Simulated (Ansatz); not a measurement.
# La (P6_3/mmc) in Ansatz: further runs

The runs below take La through relaxation of cell and atoms, with PBEsol.

All numbers are computed with Ansatz 0.2.0; they aren't measurements. Logs are shortened: lines on timing, memory, paths and dates and some standing lists are left out, and cuts for length are marked.

## (1) The structure

Symmetry: P6_3/mmc, No. 194, hexagonal system. The conventional cell has a = 3.750 Å, b = 3.750 Å, c = 6.070 Å, α = 90.00°, β = 90.00°, γ = 120.00°. La (site symmetry -6m2) is surrounded by 12 La at 3.73 to 3.75 Å.

This isn't the form of La at room conditions, which is double hcp.

## (2) Relaxation of cell and atoms, PBEsol

Contents of input.yaml:

```yaml
crystal:
  lattice:
    - [3.75, 0.0, 0.0]
    - [-1.875, 3.2475952642, 0.0]
    - [0.0, 0.0, 6.07]
  atoms:
    - { symbol: La, position: [0.6666666667, 0.3333333333, 0.75] }
    - { symbol: La, position: [0.3333333333, 0.6666666667, 0.25] }
hamiltonian:
  xc: pbesol
  pseudopotentials: { kind: paw }
kpoints:
  mp_grid: { grid: [8, 8, 5] }
scf:
  occupations: { method: fermi_dirac, width: 0.05 }
output:
  forces: true
  stress: true
  eigenvalues: true
relax:
  f_tol: 0.01
  max_steps: 40
  cell: { stress_tol: 0.05 }
```

Potentials or basis: Ansatz PAW.

The run is started by

```sh
> ansatz run input.yaml --threads 2 --pin off --max-ram 5632MiB --backend cpu --events-out ev --progress --plain --runs-dir out
```

Log:

```text
Warning: RAYON_NUM_THREADS=2 ignored (pool sized by the plan → 2); use --threads N
Engine: ansatz 0.2.0, aarch64-unknown-linux-gnu
Pseudopotentials: kind: paw
Pseudopotential: La, paw, valence charge 11, recommended cutoff 420 eV (normal), La.paw.azcp
Functional definition: PBEsol
  exchange = pbesol_x
  correlation = pbesol_c
Crystal: 2 atoms, lattice volume = 73.923 Å³
Basis set: ecut = 420 eV, 1437 PW (Γ), exchange–correlation on 54×54×90 points (8 copies of the dense FFT grid, shifted against one another)
Bands: 15, of which v1, the nominal top of the filled ones, is band 11 counted from 1 (10 counted from 0)
Symmetry: 24 space group operations
Space group: P63/mmc (ITA 194), of the structure as read, at distance tolerance 4.2e-5 Å
k-points: 30 of 320
Non-local potential: La, projectors of the file, l = 0: 3, l = 1: 2, l = 2: 2, l = 3: 3
PAW form: soft (Blöchl's): semilocal exchange-correlation on the pseudo side does not see the compensation charge
PAW frozen core: La, regenerated for the run's functional, and the local potential with it (the file was generated under x = pbe(κ = 0.804, μ = 0.2195149727645171), c = pbe(β = 0.06672455060314922))
PAW one-centre angular grid: La, 590 points (default); XC on 64 Gauss nodes
Initial density: superposition of atomic densities (neutral atoms: chi_scale 0, normalization atom), corrected by the library's trained network
Initial wavefunctions: pseudopotential atomic-orbital guess
Functional: x = pbesol(κ = 0.804, μ = 0.12345679012345678), c = pbesol(β = 0.046)
SCF iter   1: F=—  HF=-12322.455122 eV  |F-HF|=—  |Δ(HF+E_count)|=         —  Δρ=2.64e-3  dr2=2.81e-3  ethr=1.77e-3  ⟨swp⟩=6.2  Hψ=2499  notcnv=0
preconditioner: auto → Kerker (q_TF=auto, 2.229 Å⁻¹)  [metal: Δε(μ)=0.060 eV  Ē_g=12.233 eV  σ=0.050 eV  W_gap=0.29  n_scr=22 (ndim 8)  ℏωp=18.3 eV  f_vac=0.000  D(μ)=4.48/eV (n_scr^D=36)]
SCF iter   2: F=—  HF=-12322.454614 eV  |F-HF|=—  |Δ(HF+E_count)|=   5.07e-4  Δρ=1.59e-3  dr2=1.11e-3  ethr=1.28e-5  ⟨swp⟩=2.0  Hψ=1060  notcnv=0
SCF iter   3: F=—  HF=-12322.455071 eV  |F-HF|=—  |Δ(HF+E_count)|=   4.57e-4  Δρ=2.00e-4  dr2=1.66e-5  ethr=5.06e-6  ⟨swp⟩=2.6  Hψ=836  notcnv=0
SCF iter   4: F=—  HF=-12322.455074 eV  |F-HF|=—  |Δ(HF+E_count)|=   3.51e-6  Δρ=3.81e-5  dr2=1.22e-6  ethr=7.53e-8  ⟨swp⟩=2.1  Hψ=795  notcnv=0
SCF iter   5: F=—  HF=-12322.455074 eV  |F-HF|=—  |Δ(HF+E_count)|=   6.90e-8  Δρ=1.28e-5  dr2=1.21e-7  ethr=5.55e-9  ⟨swp⟩=2.1  Hψ=778  notcnv=0
SCF iter   6: F=-12322.455074 eV  HF=-12322.455074 eV  |F-HF|=1.58e-10  |Δ(HF+E_count)|=   1.18e-8  Δρ=1.84e-6  dr2=2.43e-9  ethr=4.55e-10  ⟨swp⟩=7.1  Hψ=2188  notcnv=0
SCF 1 converged in 6 iterations: F = -12322.455074 eV  dr2 = 2.43e-9
relax step   1: F+E_penalty+E_count = -12322.45507449 eV  Δ(F+E_penalty+E_count) = +0.000e0 eV  max|allowed force component| = 3.007e-17 eV/Å  Δτ_max = 0.0000 Å  P = -1.473 GPa  Ω = 73.923 Å³  (6 SCF iters, dr2 threshold 1.00e-7 eV, accepted)
Crystal: 2 atoms, lattice volume = 71.077 Å³
Basis set: ecut = 420 eV, 1387 PW (Γ), exchange–correlation on 54×54×90 points (8 copies of the dense FFT grid, shifted against one another)
Initial density: handed on by an earlier stage of this run
Initial wavefunctions: those handed on with the density
iter 1 solved again at ethr=1.13e-5 eV; its pass at ethr=3.10e-3 eV (dr2=2.49e-3 eV) is discarded
SCF iter   1: F=—  HF=-12322.474232 eV  |F-HF|=—  |Δ(HF+E_count)|=         —  Δρ=1.64e-3  dr2=2.32e-3  ethr=1.13e-5  ⟨swp⟩=2.0  Hψ=4217  notcnv=0
preconditioner: auto → Kerker (q_TF=auto, 2.244 Å⁻¹)  [metal: Δε(μ)=0.051 eV  Ē_g=12.241 eV  σ=0.050 eV  W_gap=0.25  n_scr=22 (ndim 8)  ℏωp=18.7 eV  f_vac=0.000  D(μ)=4.46/eV (n_scr^D=36)]
SCF iter   2: F=—  HF=-12322.473583 eV  |F-HF|=—  |Δ(HF+E_count)|=   6.49e-4  Δρ=8.45e-4  dr2=6.46e-4  ethr=1.06e-5  ⟨swp⟩=2.5  Hψ=694  notcnv=0
SCF iter   3: F=—  HF=-12322.473317 eV  |F-HF|=—  |Δ(HF+E_count)|=   2.66e-4  Δρ=1.02e-4  dr2=6.63e-6  ethr=2.93e-6  ⟨swp⟩=2.2  Hψ=846  notcnv=0
SCF iter   4: F=—  HF=-12322.473321 eV  |F-HF|=—  |Δ(HF+E_count)|=   3.50e-6  Δρ=1.60e-5  dr2=2.82e-7  ethr=3.02e-8  ⟨swp⟩=2.4  Hψ=735  notcnv=0
SCF iter   5: F=-12322.473321 eV  HF=-12322.473321 eV  |F-HF|=1.20e-9  |Δ(HF+E_count)|=   3.03e-8  Δρ=3.96e-6  dr2=1.14e-8  ethr=9.09e-10  ⟨swp⟩=8.2  Hψ=2877  notcnv=0
SCF 2 converged in 5 iterations: F = -12322.473321 eV  dr2 = 1.14e-8
relax step   2: F+E_penalty+E_count = -12322.47332093 eV  Δ(F+E_penalty+E_count) = -1.825e-2 eV  max|allowed force component| = 4.279e-17 eV/Å  Δτ_max = 0.0000 Å  P = -0.538 GPa  Ω = 71.077 Å³  energy of the carried Pulay correction = +4.372e-5 eV  (5 SCF iters, dr2 threshold 2.00e-7 eV, accepted)
Crystal: 2 atoms, lattice volume = 69.535 Å³
iter 1 solved again at ethr=3.79e-6 eV; its pass at ethr=3.10e-3 eV (dr2=8.33e-4 eV) is discarded
SCF iter   1: F=—  HF=-12322.476327 eV  |F-HF|=—  |Δ(HF+E_count)|=         —  Δρ=9.80e-4  dr2=8.03e-4  ethr=3.79e-6  ⟨swp⟩=1.7  Hψ=4083  notcnv=0
preconditioner: auto → Kerker (q_TF=auto, 2.252 Å⁻¹)  [metal: Δε(μ)=0.036 eV  Ē_g=12.264 eV  σ=0.050 eV  W_gap=0.17  n_scr=22 (ndim 8)  ℏωp=18.9 eV  f_vac=0.000  D(μ)=4.44/eV (n_scr^D=36)]
SCF iter   2: F=—  HF=-12322.476104 eV  |F-HF|=—  |Δ(HF+E_count)|=   2.22e-4  Δρ=5.09e-4  dr2=2.27e-4  ethr=3.65e-6  ⟨swp⟩=1.9  Hψ=629  notcnv=0
SCF iter   3: F=—  HF=-12322.476011 eV  |F-HF|=—  |Δ(HF+E_count)|=   9.30e-5  Δρ=6.26e-5  dr2=2.50e-6  ethr=1.03e-6  ⟨swp⟩=2.4  Hψ=794  notcnv=0
SCF iter   4: F=—  HF=-12322.476013 eV  |F-HF|=—  |Δ(HF+E_count)|=   1.29e-6  Δρ=9.85e-6  dr2=9.33e-8  ethr=9.09e-10  ⟨swp⟩=9.8  Hψ=3202  notcnv=0
SCF iter   5: F=-12322.476013 eV  HF=-12322.476013 eV  |F-HF|=4.42e-10  |Δ(HF+E_count)|=   2.27e-9  Δρ=2.40e-6  dr2=4.88e-9  ethr=4.24e-10  ⟨swp⟩=2.7  Hψ=1726  notcnv=0
SCF 3 converged in 5 iterations: F = -12322.476013 eV  dr2 = 4.88e-9
relax step   3: F+E_penalty+E_count = -12322.47601274 eV  Δ(F+E_penalty+E_count) = -2.692e-3 eV  max|allowed force component| = 1.388e-17 eV/Å  Δτ_max = 0.0000 Å  P = -0.014 GPa  Ω = 69.535 Å³  energy of the carried Pulay correction = +6.815e-5 eV  (5 SCF iters, dr2 threshold 2.00e-7 eV, accepted)
Basis set: ecut = 420 eV, 1387 PW (Γ), exchange–correlation on 50×50×80 points (8 copies of the dense FFT grid, shifted against one another)
Initial wavefunctions: pseudopotential atomic-orbital guess (no wavefunctions were taken with the density)
iter 1 solved again at ethr=1.30e-7 eV; its pass at ethr=3.10e-3 eV (dr2=2.86e-5 eV) is discarded
SCF iter   1: F=—  HF=-12322.475922 eV  |F-HF|=—  |Δ(HF+E_count)|=         —  Δρ=1.24e-5  dr2=1.97e-8  ethr=1.30e-7  ⟨swp⟩=3.2  Hψ=3874  notcnv=0
preconditioner: auto → Kerker (q_TF=auto, 2.252 Å⁻¹)  [metal: Δε(μ)=0.011 eV  Ē_g=12.226 eV  σ=0.050 eV  W_gap=0.06  n_scr=22 (ndim 8)  ℏωp=18.9 eV  f_vac=0.000  D(μ)=4.45/eV (n_scr^D=36)]
SCF iter   2: F=—  HF=-12322.475943 eV  |F-HF|=—  |Δ(HF+E_count)|=   2.07e-5  Δρ=6.64e-6  dr2=6.68e-9  ethr=8.94e-11  ⟨swp⟩=2.2  Hψ=793  notcnv=0
SCF iter   3: F=—  HF=-12322.475943 eV  |F-HF|=—  |Δ(HF+E_count)|=   9.18e-9  Δρ=4.95e-7  dr2=1.21e-10  ethr=3.04e-11  ⟨swp⟩=2.4  Hψ=784  notcnv=0
SCF iter   4: F=-12322.475943 eV  HF=-12322.475943 eV  |F-HF|=5.46e-12  |Δ(HF+E_count)|=  1.64e-11  Δρ=1.27e-7  dr2=1.36e-11  ethr=1.00e-12  ⟨swp⟩=8.2  Hψ=2582  notcnv=0
SCF 4 converged in 4 iterations: F = -12322.475943 eV  dr2 = 1.36e-11
relax step   4: F+E_penalty+E_count = -12322.47594283 eV  Δ(F+E_penalty+E_count) = +6.991e-5 eV  max|allowed force component| = 1.850e-17 eV/Å  Δτ_max = 0.0000 Å  P = -0.013 GPa  Ω = 69.535 Å³  stress off target by 3.79e-2 GPa  SCF on the basis re-selected at this cell (its energy is not comparable with the rows above)  (4 SCF iters)
basis re-selected at this cell: Δ(F+E_penalty+E_count) = +6.991e-5 eV, ΔP = +0.001 GPa vs the last step (what re-selecting the basis moved, of the pressure what is left beyond the Pulay correction that the steps carried, after the strain that the cell walked since its last selection, with what the two solves' SCF thresholds leave and, on support functions, any second-order correction that the steps lacked; it is no measure of the basis error at this ecutwfc). The dense FFT grid was sized anew with the basis: this SCF ran on 25×25×40 points, the steps before it on 27×27×45, so part of this shift can come from that change (see relax.cell in the input reference). This SCF's stress stands 3.79e-2 GPa from its target on what of the cell is left free (relax.cell.stress_tol is 5.00e-2 GPa) and its largest allowed force component is 1.85e-17 eV/Å (relax.f_tol is 1.00e-2 eV/Å): within both
SCF converged after 4 iterations
Free energy (F): -12322.475943 eV
Harris-Foulkes:  -12322.475943 eV  (|F-HF|=5.46e-12)
Internal energy: -12322.439909 eV  (E = F + TS)
E sigma→0 (E₀):  -12322.457926 eV
Entropy (-TS):   -0.036034 eV (-18.017 meV/atom)
Fermi energy:    11.751884 eV
--- Per-component energies (eV) ---
  E_band       = -72.383402
  E_kinetic    = 387.890497
  E_local      = -626.726290  (includes V_loc(G=0)·N_el)
  E_nonlocal   = 192.841422
  E_hartree    = 198.790974
  E_xc         = -277.277346
  E_vxc        = -295.297515  (∫ρ·V_xc dr)
  E_paw        = -10656.529619  (= ΣΔE_a)
  E_vpaw       = -128.673486  (= ΣTr[D̂ρ^β])
  E_aug_tail   = -0.000000  (compensation charges beyond the density's cutoff)
  E_ewald      = -1541.768567
  E_core_change = 0.339019  (= ΣΔE_core)
  E_smearing   = -0.036034  (= −TS)
  E_closure    = -0.000000  (closes the sum)
  Σ components = -12322.475943   (vs F -12322.475943, Δ=0.00e0)
--- Forces (eV/Å), atoms counted from 1 ---
  atom   1  La     0.00000000     0.00000000    -0.00000000
  atom   2  La     0.00000000    -0.00000000     0.00000000
  max |Σ_I F_I| component: 0.00e0 eV/Å
--- Stress (GPa, compression-positive) ---
       -0.037890       0.000000       0.000000
        0.000000      -0.037890       0.000000
        0.000000       0.000000       0.037696
  P = ⅓ Tr σ = -0.0127 GPa (-0.127 kbar)
--- Band table (eV; the first three rows and the last of 30) ---
  k-point 0: bands = ["-21.0022", "-20.7336", "-5.4990", "-4.0350", "-4.0350", "-3.8044", "-3.8044", "-3.7680", "8.5738", "9.8898", "12.8380", "13.0907", "13.0907", "13.2876", "13.4005"]
  k-point 1: bands = ["-20.9775", "-20.7602", "-5.3535", "-4.0134", "-4.0134", "-3.9591", "-3.8269", "-3.8269", "8.9039", "9.9732", "12.7341", "13.0709", "13.0709", "13.1096", "13.1789"]
  k-point 2: bands = ["-20.9119", "-20.8289", "-4.9565", "-4.4275", "-3.9566", "-3.9566", "-3.8854", "-3.8854", "9.6449", "10.0625", "12.3884", "12.6077", "13.0927", "13.0927", "13.2089"]
  k-point 29: bands = ["-20.6961", "-20.6847", "-5.2220", "-5.1707", "-4.7884", "-4.6383", "-4.1307", "-4.0691", "10.6693", "11.0491", "11.5680", "11.6560", "12.5867", "12.8107", "13.3813"]
--- Relaxed structure (3 steps of the walk, 3 accepted, 1 SCFs on fresh bases) ---
  F+E_penalty+E_count = -12322.47594283 eV   max|allowed force component| = 1.850e-17 eV/Å   (the final SCF, on the basis selected at the relaxed cell)
  cell:  # Å, volume = 69.5355 Å³
    - [3.6808893121417947, 0.0, -3.4417114998662212e-34]
    - [-1.8404446560708974, 3.1877436528334226, 1.7208557499331106e-34]
    - [-1.8569945603698747e-34, 0.0, 5.926118772507953]
  atoms:
    - { symbol: La, position: [0.6666666666666667, 0.33333333333333337, 0.7500000000000001] }
    - { symbol: La, position: [0.33333333333333337, 0.6666666666666667, 0.25] }
```

Wall time 5.8 s (2 threads of Arm Neoverse V1, shared host); peak memory 0.36 GiB.

Results:

```
Free energy                            : -12322.4759 eV
Relaxed volume                         : 34.77 Å³/atom
Relaxed cell                           : a = 3.681 Å, b = 3.681 Å, c = 5.926 Å, α = 90.00°, β = 90.00°, γ = 120.00°
Space group after relaxing (to 0.05 Å) : P6_3/mmc (No. 194)
Energy gained by relaxing              : 10.4 meV/atom
Ionic steps                            : 4
Pressure after relaxing                : 0.0 GPa
Band gap on the k mesh                 : none (metal or under the smearing width)
```

Stress tensor (GPa, compression positive):
```
-0.04  0.00  0.00
 0.00 -0.04  0.00
 0.00  0.00  0.04
```

The path:
```tsv
step	energy change (eV)	largest force (eV/Å)	volume (Å³)
1	0.0000	0.0000	73.92
2	-0.0182	0.0000	71.08
3	-0.0209	0.0000	69.54
4	-0.0209	0.0000	69.54
```

Final structure:
```xyz
2
Lattice="3.6809 0.0000 0.0000 -1.8404 3.1877 0.0000 0.0000 0.0000 5.9261" Properties=species:S:1:pos:R:3 pbc="T T T"
La    1.8404    1.0626    4.4446
La    0.0000    2.1252    1.4815
```

Caveat: the plane-wave basis is chosen anew once the cell has moved, so the energies of steps on either side of that aren't comparable; the PAW data sets come from PBE, with cores solved anew for the run's functional, which leaves a small shift of forces and pressure.

## (3) Relaxation of cell and atoms, PBEsol, target pressure 2 GPa, at which the enthalpy is minimised

Changes to input.yaml since step 2:

```diff
@@ -22,2 +22,2 @@
   max_steps: 40
-  cell: { stress_tol: 0.05 }
+  cell: { stress_tol: 0.05, p_target: 2.0 }
```

Potentials or basis: Ansatz PAW.

The run is started by

```sh
> ansatz run input.yaml --threads 2 --pin off --max-ram 5632MiB --backend cpu --events-out ev --progress --plain --runs-dir out
```

Wall time 8.2 s (2 threads of Arm Neoverse V1, shared host); peak memory 0.36 GiB.

The run converged. Its results:

```yaml
Free_energy: -12322.4451 eV
Relaxed_volume: 32.09 Å³/atom
Relaxed_cell: a = 3.559 Å, b = 3.559 Å, c = 5.851 Å, α = 90.00°, β = 90.00°, γ = 120.00°
Space_group_after_relaxing_to_0.05_Å: P6_3/mmc (No. 194)
Energy_change_on_relaxing_the_enthalpy_is_what_falls: +5.0 meV/atom
Ionic_steps: 6
Pressure_after_relaxing: 2.0 GPa
Band_gap_on_the_k_mesh: none (metal or under the smearing width)
```

Step by step:
```
step  energy change (eV)  largest force (eV/Å)  volume (Å³)
   1              0.0000                0.0000        73.92
   2             -0.0159                0.0000        67.33
   3              0.0111                0.0000        64.14
   4              0.0104                0.0000        64.15
   5              0.0098                0.0000        64.19
   6              0.0100                0.0000        64.19
```

Final structure:
```yaml
crystal:
  lattice:
    - [3.55920, 0.00000, 0.00000]
    - [-1.77960, 3.08236, 0.00000]
    - [0.00000, 0.00000, 5.85063]
  atoms:
    - { symbol: La, position: [0.66667, 0.33333, 0.75000] }
    - { symbol: La, position: [0.33333, 0.66667, 0.25000] }
```

Levels at points of the mesh, in eV from the Fermi level:
```csv
k point,band 9,band 10,band 11,band 12,band 13,band 14
"(0.00, 0.00, 0.00)",-3.06,-1.92,1.03,1.44,1.44,1.61
"(0.00, -0.50, 0.00)",-1.97,-1.43,-1.21,1.36,1.49,1.55
```

Caveat: the plane-wave basis is chosen anew once the cell has moved, so the energies of steps on either side of that aren't comparable; the PAW data sets come from PBE, with cores solved anew for the run's functional, which leaves a small shift of forces and pressure.
